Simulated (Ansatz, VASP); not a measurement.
## Two plane-wave programs on NaCl

INCAR

```
  PREC = Accurate
  ENCUT = 520
  EDIFF = 1E-6
  ISMEAR = 0
  SIGMA = 0.02
  LREAL = F
  LASPH = T
  NELM = 80
  ALGO = Normal
  ISIF = 2
  LWAVE = F
  LCHARG = T
  GGA = PE
  LELF = T
  LVHAR = T
  NBANDS = 14
```

The input KPOINTS:

```
regular mesh
0
Gamma
  6 6 6
```

POSCAR

```
NaCl
1.0
    3.5397097593      0.0000000000      0.0000000000
    0.0000000000      3.5397097593      0.0000000000
    0.0000000000      0.0000000000      3.5397097593
Na Cl
1 1
Direct
    0.0000000000      0.0000000000      0.0000000000
    0.5000000000      0.5000000000      0.5000000000
```

Input for Ansatz:

```yaml
crystal:
  lattice:
    - [3.5397097593, 0.0, 0.0]
    - [0.0, 3.5397097593, 0.0]
    - [0.0, 0.0, 3.5397097593]
  atoms:
    - { symbol: Na, position: [0.0, 0.0, 0.0] }
    - { symbol: Cl, position: [0.5, 0.5, 0.5] }
basis:
  ecutwfc: 420
kpoints:
  mp_grid: { grid: [6, 6, 6] }
hamiltonian:
  xc: pbe
scf:
  occupations: { method: gaussian, width: 0.02 }
output:
  forces: true
  stress: true
  eigenvalues: true
```

Alike in both runs: task single point; functional PBE; k mesh 6 × 6 × 6; occupations gaussian, width 0.02 eV; no spin polarisation.

```csv
,VASP,Ansatz
version,VASP 6.6.1,Ansatz 0.2.0
potentials or method,"VASP PAW PBE potentials, release 64 (Na_pv, Cl)","scalar-relativistic, plane waves, PAW"
plane-wave cutoff (eV),520,420
valence electrons in the cell,14,16
```

|  | VASP | Ansatz | Ansatz less VASP |
| --- | --- | --- | --- |
| gap on the k mesh at the Fermi level (eV) | 3.87 | 3.87 | 0.000 |
| least direct gap on the mesh (eV) | 4.34 | 4.34 | 0.000 |
| pressure (GPa) | -0.7 | -0.7 | +0.04 |

The two sets of potentials don't hold the same shells in valence.

A k mesh can miss the band edges. PBE gaps usually lie below the measured ones, often by a third to a half.
